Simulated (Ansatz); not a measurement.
**Ir: response to strain**

Ir is deformed so: zz strain of -3 %. What stress and forces result, by LAPW, PAW and all-electron datasets made for the crystal?

Method: DFT PBE, scalar-relativistic, in Ansatz 0.2.0.

## 1. The structure to begin with

The structure is cubic, space group Fm-3m (No. 225). The conventional cell has a = 3.839 Å, b = 3.839 Å, c = 3.839 Å, α = 90.00°, β = 90.00°, γ = 90.00°. Ir (site symmetry m-3m) has 12 Ir at 2.71 Å as nearest neighbours.

As a file:

```
Ir
1.0
     0.00000    1.91970    1.91970
     1.91970    0.00000    1.91970
     1.91970    1.91970    0.00000
Ir
1
Direct
  0.00000 0.00000 0.00000
```

## 2. After the deformation

Space group Fm-3m before, I4/mmm after.

## 3. Full-potential LAPW

Input file input.yaml:

```yaml
crystal:
  lattice:
    - [0.0, 1.9197, 1.862109]
    - [1.9197, 0.0, 1.862109]
    - [1.9197, 1.9197, 0.0]
  atoms:
    - { symbol: Ir, position: [0.0, 0.0, 0.0] }
kpoints:
  mp_grid: { grid: [15, 15, 15] }
  band_path:
    path:
      - [0.0, 0.0, 0.0]
      - [0.0, 0.5, 0.5]
      - [0.25, 0.75, 0.5]
      - [0.0, 0.5, 0.0]
      - [0.0, 0.0, 0.0]
      - [0.5, 0.5, 0.0]
      - [0.3828515251, 0.6171484749, 0.0]
      - [-0.3828515251, 0.3828515251, 0.0]
      - [0.0, 0.0, 0.0]
    npoints: 5
scf:
  occupations: { method: fermi_dirac, width: 0.05 }
hamiltonian:
  xc: pbe
  pseudopotentials: { kind: all_electron, lapw: { basis_error: 0.0005 } }
output:
  forces: true
  stress: true
  eigenvalues: true
```

Run with:

```console
ansatz run input.yaml --threads 1 --pin off --max-ram 3072MiB --backend cpu --events-out ev --progress --plain --runs-dir out
```

What it wrote (excerpt; [...] marks lines left out):

```text
LAPW: plane waves up to 9.106 Å⁻¹, error target 5.0e-4 eV per atom; small_component_spin mean_spin; Ir in spheres of 1.337 Å, 41 of its electrons in bands, Dirac shells []
[...]
Pseudopotentials: kind: all_electron
Pseudopotential: Ir, LAPW, valence charge 41, Koelling and Harmon's equation, gaussian nucleus
Functional definition: PBE
[...]
Crystal: 1 atoms, lattice volume = 13.725 Å³
Basis set: ecut = 315.90318604979024 eV, 169 PW (Γ), exchange–correlation at level 2
Bands: 25, of which v1, the nominal top of the filled ones, is band 21 counted from 1 (20 counted from 0)
Symmetry: 16 space group operations
Space group: I4/mmm (ITA 139), of the structure as read, at distance tolerance 2.4e-5 Å
k-points: 288 of 3375
[...]
SCF iter   1: F=—  HF=-485025.996460 eV  |F-HF|=—  |Δ(HF+E_count)|=         —  Δρ=1.83e-2  dr2=1.78e-2  ethr=4.29e-5  ⟨swp⟩=3.2  Hψ=46896  notcnv=0
[...]
the basis was enlarged: its passes take 1.1 MiB over the memory plan, 1 of 1 planned eigensolver slots
[...]
SCF iter   8: F=-485025.929301 eV  HF=-485025.929301 eV  |F-HF|=1.16e-8  |Δ(HF+E_count)|=   2.81e-8  Δρ=1.53e-5  dr2=3.02e-8  ethr=6.34e-10  ⟨swp⟩=2.0  Hψ=20786  notcnv=0
[...]
NSCF: frozen V_eff on 41 k-points
SCF converged after 8 iterations
Free energy (F): -485025.929301 eV
[...]
E sigma→0 (E₀):  -485025.925501 eV
Entropy (-TS):   -0.007600 eV (-7.600 meV/atom)
Fermi energy:    33.237610 eV
[...]
--- Forces (eV/Å), atoms counted from 1 ---
  atom   1  Ir     0.00000000    -0.00000000    -0.00000000
[...]
--- Stress (GPa, compression-positive) ---
       17.757070       0.000000      -0.000000
        0.000000      17.757070      -0.000000
       -0.000000      -0.000000      30.312390
  P = ⅓ Tr σ = 21.9422 GPa (219.422 kbar)
--- Band table (eV; the first three rows and the last of 288) ---
  k-point 0: bands = ["-252.4132", "-252.4112", "-252.4112", "-252.3740", "-252.3666", "-59.7933", "-24.1117", "-24.0708", "-24.0694", "-24.0694", "-24.0567", "-24.0567", "-24.0509", "-16.2470", "-16.2470", "-16.2179", "21.7444", "28.9887", "28.9887", "29.3921", "31.6621", "32.2023", [...]
[...]
```

Wall time 39 s (1 thread of Arm Neoverse V1, shared host); peak memory 0.56 GiB.

Read from it: pressure 21.94 GPa; no gap.

## 4. PAW on the default files

Input file input.yaml:

```yaml
crystal:
  lattice:
    - [0.0, 1.9197, 1.862109]
    - [1.9197, 0.0, 1.862109]
    - [1.9197, 1.9197, 0.0]
  atoms:
    - { symbol: Ir, position: [0.0, 0.0, 0.0] }
kpoints:
  mp_grid: { grid: [15, 15, 15] }
scf:
  occupations: { method: fermi_dirac, width: 0.05 }
hamiltonian:
  xc: pbe
  pseudopotentials: { kind: paw }
output:
  forces: true
  stress: true
  eigenvalues: true
  efg: { contact_densities: true }
  write_density: true
  write_potential: true
  elf: true
  volumetric_format: npy
```

Run with:

```console
ansatz run input.yaml --threads 1 --pin off --max-ram 3072MiB --backend cpu --events-out ev --progress --plain --runs-dir out
```

What it wrote (excerpt; [...] marks lines left out):

```text
Ir: output.efg is read without spin–orbit coupling, which moves field gradients at and beside such atoms by some per cent and up to a factor of two; PAW files take it under magnetization.noncollinear and magnetization.spin_orbit
[...]
Pseudopotentials: kind: paw
Pseudopotential: Ir, paw, valence charge 17, recommended cutoff 420 eV (normal)
[... 1 set-up line as earlier in the session ...]
[...]
Crystal: 1 atoms, lattice volume = 13.725 Å³
Basis set: ecut = 420 eV, 275 PW (Γ), exchange–correlation on 36×36×40 points (8 copies of the dense FFT grid, shifted against one another)
Bands: 13, of which v1, the nominal top of the filled ones, is band 9 counted from 1 (8 counted from 0)
[... 2 set-up lines as earlier in the session ...]
k-points: 288 of 3375
[...]
SCF converged after 6 iterations
Free energy (F): -11935.258377 eV
[...]
E sigma→0 (E₀):  -11935.254578 eV
Entropy (-TS):   -0.007597 eV (-7.597 meV/atom)
Fermi energy:    26.874699 eV
[...]
--- Forces (eV/Å), atoms counted from 1 ---
  atom   1  Ir     0.00000000    -0.00000000     0.00000000
[...]
--- Stress (GPa, compression-positive) ---
       17.849377       0.000000      -0.000000
        0.000000      17.849377      -0.000000
       -0.000000      -0.000000      30.413408
  P = ⅓ Tr σ = 22.0374 GPa (220.374 kbar)
--- PAW observables at the nuclei: V_zz in 10²¹ V/m², potentials from the cell's mean, atoms counted from 1 ---
  atom   1  Ir V_zz =    -2.277351   η = 0.0000   by run symmetry: allowed
            electrostatic potential = -15799.488777 V   contact ρ = 11166136.321631 e/Å³
--- Band table (eV; the first three rows and the last of 288) ---
  k-point 0: bands = ["-66.1428", "-22.6042", "-22.6042", "-22.5744", "15.3748", "22.6217", "22.6217", "23.0252", "25.2972", "25.8383", "40.3478", "45.6781", "45.6781"]
[...]
```

It took 5.2 s on 1 thread of Arm Neoverse V1, shared host; peak memory 0.38 GiB.

Read from it: pressure 22.04 GPa; no gap; Vzz Ir -2.28 (η = 0.00) (10²¹ V/m²).

The fields are shown in the conventional cell of this run's space group, carried over from its grid by interpolation.

Density in a lattice plane of the grid's cell (edges 2.71 and 3.72 Å, at 0.000 of the third edge), which holds Ir.

Ten even steps from '0' (0.18 e/Å³) to '9' (9.01 e/Å³):
```
998742100000124789
987531000000013578
654310000000001345
222100000000000122
100000000000000000
000000000000000000
000000000000000000
000000000000000000
000000000000000000
000000000000000000
000000000000000000
000000000000000000
000000000000000000
000000000000000000
100000000000000000
222100000000000122
654310000000001345
987531000000013578
998742100000124789
999752100000125799
```
Columns run along the first of these edges and rows up along the second, over one cell in 18 and 20 even steps from the bottom left corner. Atoms in the plane (fractional): Ir at (0.00, 0.00).

ELF in the same plane.

Ten even steps from '0' (0.15) to '9' (0.70):
```
568986322322368986
899874222322247899
998742122322124789
876421122322112467
443222222322222234
222222233333222222
111222233333222211
001122233333222110
000112233333221100
000112233333221100
000112233333221100
001122233333222110
111222233333222211
222222233333222222
443222222322222234
876421122322112467
998742122322124789
899874222322247899
568986322322368986
247986423332468974
```
Columns run along the first of these edges and rows up along the second, over one cell in 18 and 20 even steps from the bottom left corner. Atoms in the plane (fractional): Ir at (0.00, 0.00).

Both are smooth fields of the valence electrons: close to the nuclei they are not physical.

## 5. All-electron PAW on datasets made for the crystal

input.yaml, as its differences from that of step 4:

```diff
@@ -13,3 +13,3 @@
   xc: pbe
-  pseudopotentials: { kind: paw }
+  pseudopotentials: { kind: all_electron, datasets: crystal }
 output:
@@ -19,5 +19 @@
   efg: { contact_densities: true }
-  write_density: true
-  write_potential: true
-  elf: true
-  volumetric_format: npy
```

Run with:

```console
ansatz run input.yaml --threads 1 --pin off --max-ram 3072MiB --backend cpu --events-out ev --progress --plain --runs-dir out
```

What it wrote (excerpt; [...] marks lines left out):

```text
[...]
Ir: output.efg is read without spin–orbit coupling, which moves field gradients at and beside such atoms by some per cent and up to a factor of two; PAW files take it under magnetization.noncollinear and magnetization.spin_orbit
[...]
[... 1 set-up line as earlier in the session ...]
Pseudopotential: Ir, paw, valence charge 31, recommended cutoff 320 eV (normal), Koelling and Harmon's equation, gaussian nucleus
[... 1 set-up line as earlier in the session ...]
[...]
Crystal: 1 atoms, lattice volume = 13.725 Å³
Basis set: ecut = 320 eV, 169 PW (Γ), exchange–correlation on 32×32×32 points (8 copies of the dense FFT grid, shifted against one another)
Bands: 9, of which v1, the nominal top of the filled ones, is band 5 counted from 1 (4 counted from 0)
[... 2 set-up lines as earlier in the session ...]
k-points: 288 of 3375
[...]
Fermi energy:    33.237573 eV
[...]
  The terms above E_closure are by the made datasets' own strengths, without shells solved beside the bands.
--- Forces (eV/Å), atoms counted from 1 ---
  atom   1  Ir    -0.00000000     0.00000000    -0.00000000
[...]
--- Stress (GPa, compression-positive) ---
       17.758031       0.000000      -0.000000
        0.000000      17.758031      -0.000000
       -0.000000      -0.000000      30.313034
  P = ⅓ Tr σ = 21.9430 GPa (219.430 kbar)
  It holds what live shells' own plane waves past their cutoff add
--- PAW observables at the nuclei: V_zz in 10²¹ V/m², potentials from the cell's mean, atoms counted from 1 ---
  atom   1  Ir V_zz =    -2.249168   η = -0.0000   by run symmetry: allowed
            electrostatic potential = -15799.375320 V   contact ρ = 11159952.885077 e/Å³
--- Band table (eV; the first three rows and the last of 288) ---
  k-point 0: bands = ["21.7444", "28.9886", "28.9886", "29.3922", "31.6621", "32.2022", "46.7069"]
[...]
```

It took 13 s on 1 thread of Arm Neoverse V1, shared host; peak memory 0.51 GiB.

Read from it: pressure 21.94 GPa; no gap; Vzz Ir -2.25 (η = 0.00) (10²¹ V/m²).

## 6. Side by side

Stress (GPa, compression positive):

| method | xx | yy | zz | yz | xz | xy |
| --- | --- | --- | --- | --- | --- | --- |
| LAPW | 17.76 | 17.76 | 30.31 | 0.00 | 0.00 | 0.00 |
| PAW | 17.85 | 17.85 | 30.41 | 0.00 | 0.00 | 0.00 |
| crystal datasets | 17.76 | 17.76 | 30.31 | 0.00 | 0.00 | 0.00 |

```
          method  pressure (GPa)  Vzz Ir (10²¹ V/m²)  SCF cycles, all passes
            LAPW           21.94                   –                       8
             PAW           22.04               -2.28                       6
crystal datasets           21.94               -2.25                       7
```

## 7. Results

| quantity | value |
| --- | --- |
| pressure | LAPW 21.94, PAW 22.04, crystal datasets 21.94 GPa |
| largest shear or deviatoric stress (LAPW) | 8.37 GPa |

The largest part of the stress beyond the pressure is 8.37 GPa in size, in the zz component. No run of the undeformed cell stands beside it, so the pressure holds what the given cell had before the change. PAW: stress within 0.10 GPa of LAPW. Crystal datasets: stress within 0.01 GPa of LAPW. Spin-orbit coupling is left out, though the cell holds Ir; in elements this heavy it can shift bands and gaps by tenths of an eV.
